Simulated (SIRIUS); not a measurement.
# Moving the dispersion correction in HfC

The structure is cubic, space group Fm-3m (No. 225). The conventional cell has a = 4.650 Å, b = 4.650 Å, c = 4.650 Å, α = 90.00°, β = 90.00°, γ = 90.00°. Hf (site symmetry m-3m) has 6 C at 2.33 Å as nearest neighbours. C (site symmetry m-3m) is surrounded by 6 Hf at 2.33 Å.

Kept alike: task equation of state; functional PBE; k mesh 10 × 10 × 10; occupations fermi-dirac, width 0.05 eV; no spin polarisation. Program: SIRIUS, all-electron FP-LAPW, apw+lo standard, cutoff 249 eV. The mesh is that of the run's cell of 2 atoms. No spin-orbit coupling.

| dispersion correction | volume (Å³/atom) | bulk modulus (GPa) |
| --- | --- | --- |
| D3(zero) | 12.365 | 241.7 |
| D3(BJ) | 12.330 | 241.2 |
| D4 | 12.396 | 238.5 |
| none | 12.586 | 233.1 |

Volume and modulus come from cells scaled at fixed shape and fractions.

Question: What does the dispersion correction change here?

Answer: The volume runs from 12.330 (D3(BJ)) to 12.586 Å³/atom (none). Against no correction: D3(zero) -1.8 %; D3(BJ) -2.0 %; D4 -1.5 %. Dispersion terms mostly attract and so lower the volume; the schemes' coefficients and damping set how far. The bulk modulus runs from 233.1 (none) to 241.7 GPa (D3(zero)).
